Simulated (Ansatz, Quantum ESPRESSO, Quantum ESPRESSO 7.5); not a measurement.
# Complex bands of GaAs, zinc blende type, lattice constant set to 5.692 Å

Aim: how fast states decay in the gap of GaAs, zinc blende type, lattice constant set to 5.692 Å.

Calculated with Quantum ESPRESSO 7.5; plane-wave DFT, PBEsol, GBRV ultrasoft pseudopotentials (cross-check by Ansatz 0.2.0 with PAW datasets).

### Step 1. Set-up

The structure is cubic, space group F-43m (No. 216). Conventional cell: a = 5.692 Å, b = 5.692 Å, c = 5.692 Å, α = 90.00°, β = 90.00°, γ = 90.00°. Nearest to Ga lie 4 As at 2.46 Å. Nearest to As lie 4 Ga at 2.46 Å. Farther neighbours are not listed.

### Step 2. SCF with pw.x

pwcond needs a cell whose third axis lies along the current and stands perpendicular to the other two.

Input file scf.in:

```
&control
  prefix = 'scf'
  outdir = './out'
  pseudo_dir = './pseudo'
  calculation = 'scf'
  tprnfor = .true.
/
&system
  ibrav = 0
  nat = 4
  ntyp = 2
  ecutwfc = 40
  ecutrho = 200
  occupations = 'fixed'
  nbnd = 28
/
&electrons
  conv_thr = 1e-09
  mixing_beta = 0.6
  electron_maxstep = 120
/
ATOMIC_SPECIES
  Ga  69.7230  ga_pbesol_v1.4.uspp.F.UPF
  As  74.9216  as_pbesol_v1.uspp.F.UPF
CELL_PARAMETERS angstrom
  4.02485179851383 0.00000000000000 0.00000000000000
  0.00000000000000 4.02485179851383 0.00000000000000
  0.00000000000000 0.00000000000000 5.69200000000000
ATOMIC_POSITIONS crystal
  Ga  0.000000000000 0.000000000000 0.000000000000
  As  0.500000000000 0.000000000000 0.250000000000
  Ga  0.500000000000 0.500000000000 0.500000000000
  As  0.000000000000 0.500000000000 0.750000000000
K_POINTS automatic
  6 6 6 0 0 0
```

Command:

```bash
OMP_NUM_THREADS=1 mpirun -n 2 pw.x -nk 2 -in scf.in > scf.out
```

What it wrote:

```text
Program PWSCF v.7.5 starts
[citation notice left out]

     Parallel version (MPI & OpenMP), running on       2 processor cores
     Number of MPI processes:                 2
     Threads/MPI process:                     1

     MPI processes distributed on     1 nodes
[...]
Current dimensions of program PWSCF are:
     Max number of different atomic species (ntypx) = 10
     Max number of k-points (npk) =  40000
     Max angular momentum in pseudopotentials (lmaxx) =  4
     Found identity + ( -0.5000 -0.5000 -0.5000) symmetry
     This is a supercell, fractional translations are disabled
     Message from routine setup:
     using ibrav=0 with symmetry is DISCOURAGED, use correct ibrav instead

     K-points division:     npool     =       2
     Subspace diagonalization in iterative solution of the eigenvalue problem:
     a serial algorithm will be used

     G-vector sticks info
     --------------------
     sticks:   dense  smooth     PW     G-vecs:    dense   smooth      PW
     Sum         933     749    221                29757    21351    3579

     Using Slab Decomposition

     bravais-lattice index     =            0
     lattice parameter (alat)  =       7.6059  a.u.
     unit-cell volume          =     622.2448 (a.u.)^3
     number of atoms/cell      =            4
     number of atomic types    =            2
     number of electrons       =        48.00
     number of Kohn-Sham states=           28
     kinetic-energy cutoff     =      40.0000  Ry
     charge density cutoff     =     200.0000  Ry
     scf convergence threshold =      1.0E-09
     mixing beta               =       0.6000
     number of iterations used =            8  plain     mixing
     Exchange-correlation= SLA  PW   PSX  PSC
                           (   1   4  10   8   0   0   0)

     celldm(1)=   7.605868  celldm(2)=   0.000000  celldm(3)=   0.000000
     celldm(4)=   0.000000  celldm(5)=   0.000000  celldm(6)=   0.000000

     crystal axes: (cart. coord. in units of alat)
               a(1) = (   1.000000   0.000000   0.000000 )
               a(2) = (   0.000000   1.000000   0.000000 )
               a(3) = (   0.000000   0.000000   1.414214 )

     reciprocal axes: (cart. coord. in units 2 pi/alat)
               b(1) = (  1.000000  0.000000  0.000000 )
               b(2) = (  0.000000  1.000000  0.000000 )
               b(3) = (  0.000000  0.000000  0.707107 )

     PseudoPot. # 1 for Ga read from file:
     ./pseudo/ga_pbesol_v1.4.uspp.F.UPF
     Pseudo is Ultrasoft + core correction, Zval = 19.0
     Generated by new atomic code, or converted to UPF format
     Using radial grid of  871 points,  6 beta functions with:
                l(1) =   0
                l(2) =   0
                l(3) =   1
                l(4) =   1
                l(5) =   2
                l(6) =   2
     Q(r) pseudized with  8 coefficients,  rinner =    1.250   1.250   1.250
                                                       1.250   1.250

     PseudoPot. # 2 for As read from file:
     ./pseudo/as_pbesol_v1.uspp.F.UPF
     Pseudo is Ultrasoft + core correction, Zval =  5.0
     Generated by new atomic code, or converted to UPF format
     Using radial grid of  875 points,  6 beta functions with:
                l(1) =   0
                l(2) =   0
                l(3) =   1
                l(4) =   1
                l(5) =   2
                l(6) =   2
     Q(r) pseudized with  8 coefficients,  rinner =    1.300   1.300   1.300
                                                       1.300   1.300

     atomic species   valence    mass     pseudopotential
     Ga               19.00    69.72300     Ga( 1.00)
     As                5.00    74.92160     As( 1.00)

      8 Sym. Ops. (no inversion) found

   Cartesian axes

     site n.     atom                  positions (alat units)
         1        Ga     tau(   1) = (   0.0000000   0.0000000   0.0000000  )
         2        As     tau(   2) = (   0.5000000   0.0000000   0.3535534  )
         3        Ga     tau(   3) = (   0.5000000   0.5000000   0.7071068  )
         4        As     tau(   4) = (   0.0000000   0.5000000   1.0606602  )

     number of k points=    40
                       cart. coord. in units 2pi/alat
        k(    1) = (   0.0000000   0.0000000   0.0000000), wk =   0.0092593
        k(    2) = (   0.0000000   0.0000000   0.1178511), wk =   0.0185185
        k(    3) = (   0.0000000   0.0000000   0.2357023), wk =   0.0185185
        k(    4) = (   0.0000000   0.0000000  -0.3535534), wk =   0.0092593
        k(    5) = (   0.0000000   0.1666667   0.0000000), wk =   0.0370370
        k(    6) = (   0.0000000   0.1666667   0.1178511), wk =   0.0740741
        k(    7) = (   0.0000000   0.1666667   0.2357023), wk =   0.0740741
        k(    8) = (   0.0000000   0.1666667  -0.3535534), wk =   0.0370370
        k(    9) = (   0.0000000   0.3333333   0.0000000), wk =   0.0370370
        k(   10) = (   0.0000000   0.3333333   0.1178511), wk =   0.0740741
[...]
k(   40) = (  -0.5000000  -0.5000000  -0.3535534), wk =   0.0092593

     Dense  grid:    29757 G-vectors     FFT dimensions: (  36,  36,  50)

     Smooth grid:    21351 G-vectors     FFT dimensions: (  32,  32,  45)

     Estimated max dynamical RAM per process >      90.08 MB

     Estimated total dynamical RAM >     172.89 MB

     Initial potential from superposition of free atoms

     starting charge      45.9995, renormalised to      48.0000
     Starting wfcs are   32 randomized atomic wfcs

     total cpu time spent up to now is        2.1 secs

     per-process dynamical memory:    50.6 Mb

     Self-consistent Calculation

     iteration #  1     ecut=    40.00 Ry     beta= 0.60
     Davidson diagonalization with overlap
     ethr =  1.00E-02,  avg # of iterations =  3.4

     total cpu time spent up to now is        4.4 secs

     total energy              =    -902.28036541 Ry
     estimated scf accuracy    <      13.21925345 Ry

     iteration #  2     ecut=    40.00 Ry     beta= 0.60
[...]
total energy              =    -909.20139984 Ry
     estimated scf accuracy    <       8.10585199 Ry

     iteration #  3     ecut=    40.00 Ry     beta= 0.60
[...]
total energy              =    -910.01868392 Ry
     estimated scf accuracy    <       0.56332128 Ry

     iteration #  4     ecut=    40.00 Ry     beta= 0.60
[...]
total energy              =    -910.01278482 Ry
     estimated scf accuracy    <       0.10110238 Ry

     iteration #  5     ecut=    40.00 Ry     beta= 0.60
[...]
total energy              =    -910.03734681 Ry
     estimated scf accuracy    <       0.00019933 Ry

     iteration #  6     ecut=    40.00 Ry     beta= 0.60
[...]
c_bands:  1 eigenvalues not converged
[...]
total energy              =    -910.03782961 Ry
     estimated scf accuracy    <       0.00010596 Ry

     iteration #  7     ecut=    40.00 Ry     beta= 0.60
[...]
total energy              =    -910.03782866 Ry
     estimated scf accuracy    <       0.00005573 Ry

     iteration #  8     ecut=    40.00 Ry     beta= 0.60
[...]
total energy              =    -910.03782987 Ry
     estimated scf accuracy    <       0.00002205 Ry

     iteration #  9     ecut=    40.00 Ry     beta= 0.60
[...]
total energy              =    -910.03783230 Ry
     estimated scf accuracy    <       0.00000309 Ry

     iteration # 10     ecut=    40.00 Ry     beta= 0.60
[...]
total energy              =    -910.03783293 Ry
     estimated scf accuracy    <       0.00000003 Ry

     iteration # 11     ecut=    40.00 Ry     beta= 0.60
[...]
total energy              =    -910.03783300 Ry
     estimated scf accuracy    <          5.5E-09 Ry

     iteration # 12     ecut=    40.00 Ry     beta= 0.60
[...]
End of self-consistent calculation

          k = 0.0000 0.0000 0.0000 (  2701 PWs)   bands (ev):

   -87.1926 -87.1922 -87.1915 -87.1915 -87.1913 -87.1913  -7.9068  -7.8009
    -7.8009  -7.8002  -7.7539  -7.7539  -7.7494  -7.7252  -7.7241  -7.7114
    -5.7099  -3.2747   0.1451   4.2801   4.2801   6.9029   6.9047   6.9047
     7.2032   8.2895   8.4842  10.5968

          k = 0.0000 0.0000 0.1179 (  2661 PWs)   bands (ev):

   -87.1922 -87.1922 -87.1912 -87.1912 -87.1912 -87.1912  -7.9011  -7.8096
    -7.7978  -7.7978  -7.7571  -7.7571  -7.7476  -7.7264  -7.7232  -7.7122
    -5.6031  -3.5741   0.5719   4.3927   4.3927   5.5747   6.5795   6.5795
     8.2443   8.5032   8.8146  10.2309

          k = 0.0000 0.0000 0.2357 (  2658 PWs)   bands (ev):

   -87.1922 -87.1922 -87.1912 -87.1912 -87.1910 -87.1910  -7.8850  -7.8331
    -7.7894  -7.7894  -7.7660  -7.7660  -7.7426  -7.7302  -7.7208  -7.7145
    -5.2921  -4.1883   1.5640   4.1528   4.7235   4.7235   5.9134   5.9134
     8.4075   9.3419   9.4517   9.8784

          k = 0.0000 0.0000-0.3536 (  2662 PWs)   bands (ev):

   -87.1922 -87.1922 -87.1911 -87.1911 -87.1911 -87.1911  -7.8608  -7.8608
    -7.7779  -7.7779  -7.7779  -7.7779  -7.7361  -7.7361  -7.7177  -7.7177
    -4.8030  -4.8030   2.8003   2.8003   5.2487   5.2487   5.2487   5.2487
     8.8176   8.8176  10.0480  10.0480

          k = 0.0000 0.1667 0.0000 (  2657 PWs)   bands (ev):

   -87.1921 -87.1921 -87.1913 -87.1911 -87.1911 -87.1910  -7.9013  -7.8163
    -7.7975  -7.7947  -7.7613  -7.7568  -7.7433  -7.7251  -7.7245  -7.7143
    -5.4986  -3.2658   0.2278   3.4978   4.4673   4.8091   6.2327   6.7917
     8.5628   8.6474  10.0095  10.6534

          k = 0.0000 0.1667 0.1179 (  2655 PWs)   bands (ev):

   -87.1922 -87.1922 -87.1911 -87.1911 -87.1911 -87.1911  -7.8965  -7.8220
    -7.7951  -7.7947  -7.7639  -7.7600  -7.7420  -7.7253  -7.7241  -7.7146
    -5.3966  -3.5198   0.5432   3.6856   4.1692   4.5732   6.5318   6.5328
     8.4007   8.6771  10.1454  11.1347

[...]
highest occupied, lowest unoccupied level (ev):     6.9047    7.2032

!    total energy              =    -910.03783300 Ry
     estimated scf accuracy    <          1.5E-10 Ry

     The total energy is the sum of the following terms:
     one-electron contribution =    -818.34142193 Ry
     hartree contribution      =     424.27168823 Ry
     xc contribution           =    -158.57367477 Ry
     ewald contribution        =    -357.39442453 Ry

     convergence has been achieved in  12 iterations

     Forces acting on atoms (cartesian axes, Ry/au):

     atom    1 type  1   force =     0.00000000    0.00000000    0.00000000
     atom    2 type  2   force =     0.00000000    0.00000000    0.00000006
     atom    3 type  1   force =     0.00000000    0.00000000    0.00000000
     atom    4 type  2   force =     0.00000000    0.00000000   -0.00000006

     Total force =     0.000000     Total SCF correction =     0.000003
     SCF correction compared to forces is large: reduce conv_thr to get better values

[...]
=------------------------------------------------------------------------------=
   JOB DONE.
=------------------------------------------------------------------------------=
```

Wall time 32 s (2 MPI ranks of Intel Xeon Platinum 8259CL at 2.50GHz (Skylake/Cascade Lake), shared host); peak memory 0.2 GiB; 64 s of CPU time.

This step gave:

```
free energy                          : -12381.6955 eV
valence top, on the run's zero       : 6.905 eV
conduction bottom, on the run's zero : 7.203 eV
gap by band count                    : 0.2985 eV
```

The run needed 12 iterations to bring the estimated error under 1e-09 Ry.

(Part 1 of 3 ends here.)

[Logs are printed without paths, hosts, clocks, repeated set-up lines and the standing remarks that a program may print on its own settings, such as how far it seeks lower states.]

[Hosts, paths, dates, database ids (printed as entryN), source tags and the programs' standing remarks are cut or masked in the printed files.]

[Maps of the electrostatic potential energy from Ansatz leave out the sawtooth potential of an applied field or a dipole correction, so their vacuum need not be flat; planar profiles and work functions include it.]
